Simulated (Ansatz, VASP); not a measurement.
# Re: VASP beside Ansatz

The input INCAR:

```
SYSTEM = Re
PREC = Accurate ; ENCUT = 520
EDIFF = 1E-6 ; ISMEAR = -1
SIGMA = 0.1 ; LREAL = .FALSE.
LASPH = .TRUE. ; NELM = 60
ALGO = Normal ; ISIF = 2
LWAVE = .FALSE. ; LCHARG = .FALSE.
GGA = PS ; NBANDS = 10
```

Contents of KPOINTS:

```
Automatic mesh
0
G
  15 15 15
  0 0 0
```

Contents of POSCAR:

```
Re
1.0
    2.4819528674      0.0000000000      0.0000000000
    0.0000000000      2.4819528674      0.0000000000
    0.0000000000      0.0000000000      2.4819528674
Re
1
Direct
    0.0000000000      0.0000000000      0.0000000000
```

Input for Ansatz:

```yaml
crystal:
  lattice:
    - [2.4819528674, 0.0, 0.0]
    - [0.0, 2.4819528674, 0.0]
    - [0.0, 0.0, 2.4819528674]
  atoms:
    - { symbol: Re, position: [0.0, 0.0, 0.0] }
kpoints:
  mp_grid: { grid: [15, 15, 15] }
scf:
  occupations: { method: fermi_dirac, width: 0.1 }
hamiltonian:
  xc: pbesol
  pseudopotentials: { kind: all_electron, lapw: { basis_error: 0.001 } }
output:
  forces: true
  stress: true
  eigenvalues: true
  populations: true
```

Change from the starting cell: volume scaled by 0.92, LAPW.

Alike in both runs: task single point; functional PBEsol; k mesh 15 × 15 × 15; occupations fermi-dirac, width 0.1 eV; no spin polarisation.

|  | VASP | Ansatz |
| --- | --- | --- |
| version | VASP 6.6.1 | Ansatz 0.2.0 |
| potentials or method | VASP PAW PBE potentials, release 64 (Re) | all-electron LAPW, scalar-relativistic |
| plane-wave cutoff (eV) | 520 | see its input |

```tsv
	VASP	Ansatz	Ansatz less VASP
pressure (GPa)	27.2	27.8	+0.62
```

Ansatz ran all-electron here, so the differences hold the error of VASP's frozen core and of both bases.

Caveats: so large a pressure means that the cell lies far from this level's equilibrium, or that cutoff or potentials fall short (VASP); the potentials were made for another functional, which shifts forces and pressure (VASP). Spin-orbit coupling is left out, which matters for the levels of Re.
